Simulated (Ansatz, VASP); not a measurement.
BN in VASP and in Ansatz

```
B N
1.0
     0.00000    1.95804    1.95804
     1.95804    0.00000    1.95804
     1.95804    1.95804    0.00000
B N
1 1
Direct
  0.00000 0.00000 0.00000
  0.75000 0.75000 0.75000
```

Change from the starting cell: strain +0.080 along x and y, +0.080 along z, atoms carried along.

Alike in both runs: task single point; functional PBE; k mesh 12 × 12 × 12; occupations gaussian, width 0.05 eV; no spin polarisation.

|  | VASP | Ansatz |
| --- | --- | --- |
| version | VASP 6.6.1 | Ansatz 0.2.0 |
| potentials or method | VASP PAW PBE potentials, release 64 (B, N) | scalar-relativistic, plane waves, PAW |
| plane-wave cutoff (eV) | 520 | 420 |
| valence electrons in the cell | 8 | 8 |

Ansatz gave:

| Property | Result |
| --- | --- |
| gap on the k mesh at the Fermi level (eV) | 4.17 |
| least direct gap on the mesh (eV) | 6.70 |
| pressure (GPa) | -55.7 |

Q: What did VASP give for the same quantities?

A: gap on the k mesh at the Fermi level (eV): 4.16; least direct gap on the mesh (eV): 6.72; pressure (GPa): -55.9.

Caveats: the cell as given lies far from equilibrium; so large a pressure means that the cell lies far from this level's equilibrium, or that cutoff or potentials fall short (VASP). A k mesh can miss the band edges.
